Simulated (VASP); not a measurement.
Set up this calculation in VASP 6.6.1, as the native input.

| Item | Value |
| --- | --- |
| Task | relaxation of cell and atoms |
| Functional | PBE |
| Potentials or basis | VASP PAW PBE potentials, release 54 (Pb, Se) |
| Cutoff | 580 eV |
| k mesh | 8 × 8 × 8 |
| Occupations | fermi-dirac, width 0.05 eV |
| Spin | no spin polarisation |
| Further INCAR settings | ALGO = Fast; EDIFF = 1e-07; IBRION = 2; EDIFFG = -0.02; NSW = 60; ISIF = 3 |

The structure of PbSe (Clausthalite) lies in POSCAR:

```
PbSe
1.0
    0.0000000000      3.0606500000      3.0606500000
    3.0606500000      0.0000000000      3.0606500000
    3.0606500000      3.0606500000      0.0000000000
Pb Se
1 1
Direct
    0.0000000000      0.0000000000      0.0000000000
    0.5000000000      0.5000000000      0.5000000000
```

These files were run (other wordings do the same):

INCAR

```
SYSTEM = PbSe
PREC = Accurate
ENCUT = 580
EDIFF = 1E-7
ISMEAR = -1
SIGMA = 0.05
LREAL = .FALSE.
LASPH = .TRUE.
NELM = 80
ALGO = Fast
ISIF = 3
LWAVE = .FALSE.
LCHARG = .FALSE.
GGA = PE
IBRION = 2
NSW = 60
EDIFFG = -0.02
```

KPOINTS

```
Automatic mesh
0
G
  8 8 8
  0 0 0
```

Potentials or basis: VASP PAW PBE potentials, release 54 (Pb, Se).

Command:

```console
$ cat potpaw_PBE.54/Pb/POTCAR potpaw_PBE.54/Se/POTCAR > POTCAR
$ mpirun -np 1 vasp_std > vasp.out
```

It gave:

The relaxed volume is 29.87 Å³/atom. The relaxed cell is a = 4.388 Å, b = 4.388 Å, c = 4.388 Å, α = 60.00°, β = 60.00°, γ = 60.00°. The space group after relaxing (to 0.05 Å) is Fm-3m (No. 225). The energy gained by relaxing is 7.8 meV/atom, the ionic steps are 3 and the pressure after relaxing is 0.0 GPa. The band gap on the k mesh is 0.42 eV, direct.

Caveat: spin-orbit coupling is left out, which as a rule narrows the gap of such compounds by several tenths of an eV.

Wall time 45 s on 1 thread of Intel(R) Xeon(R) Platinum 8375C CPU @ 2.90GHz (Ice Lake), with other jobs on the host, peak memory 0.23 GiB.
